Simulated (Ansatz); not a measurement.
Au:

```
Au
1.0
     2.74841    0.00000    0.00000
     0.00000    2.74841    0.00000
     0.00000    0.00000    2.74841
Au
1
Cartesian
  1.3742 1.3742 1.3742
```

The cell was built by a generator and needn't be a form met in nature.

* Program: Ansatz 0.2.0
* Task: single point
* Functional: PBE
* Potentials or basis: all-electron LAPW, scalar-relativistic
* Cutoff: 277 eV (chosen from the basis error)
* Basis error allowed: 0.001 eV/atom
* k mesh: 10 × 10 × 10
* Occupations: fermi-dirac, width 0.05 eV
* Spin: no spin polarisation

On this cell: pressure 0.2 GPa; band gap on the k mesh none (metal or under the smearing width).

The same run follows on a disturbed copy (cell strained at random at fixed volume):

```
Au
1.0
     2.80732   -0.04335   -0.00085
    -0.04335    2.66350   -0.02410
    -0.00085   -0.02410    2.77744
Au
1
Direct
  0.48942 0.48341 0.48985
```

Task: What does the disturbed cell give?

Result: The energy (extrapolated to zero smearing) moves by +22.0 meV/atom; pressure 0.9 GPa; band gap on the k mesh none (metal or under the smearing width).

Stress tensor (GPa, compression positive):
```
-3.75 -0.62 -0.06
-0.62  8.56 -0.36
-0.06 -0.36 -2.11
```
